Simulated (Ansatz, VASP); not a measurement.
GaP2: VASP beside Ansatz

```xyz
3
Lattice="3.3952 0.0000 0.0000 0.0000 3.3952 0.0000 0.0000 0.0000 4.7604" Properties=species:S:1:pos:R:3 pbc="T T T"
Ga    0.0000    0.0000    0.0000
P     1.6976    0.0000    2.6579
P     0.0000    1.6976    2.1025
```

Change from the starting cell: species swapped into the Ta2H type (P-4m2, No. 115).

Alike in both runs: functional PBE; k mesh 12 × 12 × 12; occupations gaussian, width 0.1 eV; no spin polarisation.

Ansatz relaxed the structure, and its values are those at the end. VASP's run is a single point on that final structure, the one shown.

|  | VASP | Ansatz |
| --- | --- | --- |
| version | VASP 6.6.1 | Ansatz 0.2.0 |
| potentials or method | VASP PAW PBE potentials, release 64 (Ga_d, P) | scalar-relativistic, plane waves, PAW |
| plane-wave cutoff (eV) | 520 | 420 |
| valence electrons in the cell | 23 | 23 |

Ansatz gave:

- gap on the k mesh at the Fermi level (eV): none
- pressure (GPa): 0.0
- rms of the force components (eV/Å): 0.000

Which values does VASP return?

gap on the k mesh at the Fermi level (eV): none; pressure (GPa): -0.1; rms of the force components (eV/Å): 0.006.

A gap of «none» marks a metal or a gap that the smearing closes. With one functional, cell and mesh, what is left measures potentials, basis and numerics.
